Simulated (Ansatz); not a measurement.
The system is Se.

```xyz
3
Lattice="4.3662 0.0000 0.0000 -2.1831 3.7812 0.0000 0.0000 0.0000 4.9536" Properties=species:S:1:pos:R:3 pbc="T T T"
Se    1.6910    2.9289    0.0000
Se   -0.4921    0.8523    3.3024
Se    0.9841    0.0000    1.6512
```

```yaml
Program: Ansatz 0.2.0
Task: relaxation of cell and atoms
Functional: PBEsol
Dispersion: D4
Potentials_or_basis: Ansatz PAW
Cutoff: "420 eV (not typed: the program's choice for these potentials)"
k_mesh: 7 × 7 × 6
Occupations: fermi-dirac, width 0.05 eV
Spin: no spin polarisation
```

At the start: volume 27.26 Å³/atom.

Where does the relaxation end?

It ends after 8 steps and the volume is 22.87 Å³/atom (-16.1 %); space group P3_121 (No. 152, to 0.05 Å).

Step by step:
| step | energy change (eV) | largest force (eV/Å) | volume (Å³) |
| --- | --- | --- | --- |
| 1 | 0.0000 | 0.2832 | 81.78 |
| 2 | -0.0955 | 0.3032 | 72.79 |
| 3 | -0.1487 | 0.1855 | 67.63 |
| 4 | -0.1628 | 0.0528 | 68.22 |
| 5 | -0.1635 | 0.0029 | 68.76 |
| 6 | -0.1636 | 0.0043 | 68.59 |
| 7 | -0.1636 | 0.0010 | 68.61 |
| 8 | -0.1626 | 0.0008 | 68.61 |

Final structure:
```
Se
1.0
     3.92641    0.00000    0.00000
    -1.96320    3.40037    0.00000
     0.00000    0.00000    5.13862
Se
3
Direct
  0.74250 0.74250 0.00000
  0.00000 0.25750 0.66667
  0.25750 0.00000 0.33333
```

Caveat: the volume moved by over 15 % at a fixed basis, so the end points are rough; the plane-wave basis is chosen anew once the cell has moved, so the energies of steps on either side of that aren't comparable; the volume moved by -16 % from the deposited cell, more than functionals usually miss; the PAW data sets come from PBE, with cores solved anew for the run's functional, which leaves a small shift of forces and pressure.
